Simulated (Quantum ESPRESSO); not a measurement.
The system is HgTe (Coloradoite).

```
Hg Te
1.0
     0.00000    3.21450    3.21450
     3.21450    0.00000    3.21450
     3.21450    3.21450    0.00000
Hg Te
1 1
Direct
  0.00000 0.00000 0.00000
  0.75000 0.75000 0.75000
```

Base run:

```yaml
Program: Quantum ESPRESSO 7.5
Functional: vdW-DF-cx
Potentials_or_basis: PseudoDojo 0.4.1 SR PBE standard
Cutoff: 1088 eV
Density_cutoff: 4354 eV
k_mesh: 7 × 7 × 7
Occupations: fermi-dirac, width 0.05 eV
Spin: no spin polarisation
```

Its results: band gap on the k mesh none (metal or under the smearing width); pressure 2.3 GPa.

Problem. After a change of settings the same cell gave: band gap on the k mesh none (metal or under the smearing width); pressure 4.2 GPa. Which change was it?
A. functional from vdW-DF-cx to revPBE
B. functional from vdW-DF-cx to LDA; potentials or basis from PseudoDojo 0.4.1 SR PBE standard to GBRV 1.5 LDA; cutoff from 1088 eV to 612 eV; density cutoff from 4354 eV to 4898 eV; valence electrons from 36 to 18
C. functional from vdW-DF-cx to PBEsol; potentials or basis from PseudoDojo 0.4.1 SR PBE standard to GBRV 1.5 PBEsol; cutoff from 1088 eV to 612 eV; density cutoff from 4354 eV to 4898 eV; valence electrons from 36 to 18
D. functional from vdW-DF-cx to optB88-vdW

Solution. D.

Caveats: the potentials were made for another functional, which shifts forces and pressure.

Not every run made on this cell is shown here.
